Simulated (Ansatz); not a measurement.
Crystal: Si2W.

```
CELL_PARAMETERS angstrom
-1.60690 1.60690 3.91495
1.60690 -1.60690 3.91495
1.60690 1.60690 -3.91495
ATOMIC_POSITIONS crystal
W 0.00000 0.00000 0.00000
Si 0.66530 0.66530 0.00000
Si 0.33470 0.33470 0.00000
```

Base run:

- Program: Ansatz 0.2.0
- Functional: PBE
- Potentials or basis: Ansatz PAW
- Cutoff: 420 eV (not typed: the program's choice for these potentials)
- k mesh: 12 × 12 × 12
- Occupations: fermi-dirac, width 0.05 eV
- Spin: no spin polarisation
- Hubbard terms: W d U = 4 eV

Its results: band gap on the k mesh none (metal or under the smearing width); pressure 2.6 GPa; largest force 0.179 eV/Å.

The run is repeated on the same cell with these changes: hubbard terms from W d U = 4 eV to W d U = 1 eV. What comes out?

Band gap on the k mesh none (metal or under the smearing width); pressure 3.1 GPa; largest force 0.028 eV/Å.

Caveats: spin-orbit coupling is left out, which moves the levels of the heavy elements; U without spin polarisation on a metal has little footing; the U is typed as a test and isn't derived for this compound.
